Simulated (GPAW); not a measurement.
CuO (Tenorite):

```
Cu O
1.0
     2.34465   -1.71340    0.00000
     2.34465    1.71340    0.00000
    -0.86055    0.00000    5.05944
Cu O
2 2
Direct
  0.49680 0.00320 0.50000
  0.00320 0.49680 0.00000
  0.40560 0.57140 0.75370
  0.57140 0.40560 0.25370
```

Program: GPAW 26.7.0. Alike in all runs: no spin polarisation; cell as given; smearing fermi-dirac 0.05 eV.

Task: Order these runs on this cell by their pressure, lowest first.
A. level PBEsol; potentials or basis PAW data sets generated in the run's folder for this functional, pw; k mesh 10 × 10 × 5; cutoff (eV) 800; maxiter 150; mesh quality not flagged
B. level LDA+U; potentials or basis the program's PAW data sets (release 1.2.1) made for this functional, pw; U Cu d U = 4.5 eV; k mesh 8 × 8 × 4; cutoff (eV) 600; maxiter 120; convergence default; mesh quality not flagged
C. level LDA; potentials or basis the program's PAW data sets (release 1.2.1) made for this functional, pw; k mesh 6 × 6 × 4; cutoff (eV) 800; maxiter 150; band path GYFLI,I1ZF1,YX1,XGN,MG; band points 60; mesh quality coarse

Result: B (-13.1 GPa), C (-8.0 GPa), A (-0.1 GPa).

Caveats: some runs use coarse meshes; the run has no spin polarisation, though such a crystal can be magnetic; the cutoff is short for stress and forces, so pressures can be off by a GPa or more (some runs); U without spin polarisation on a metal has little footing (some runs).

Not every run made on this cell is shown here.
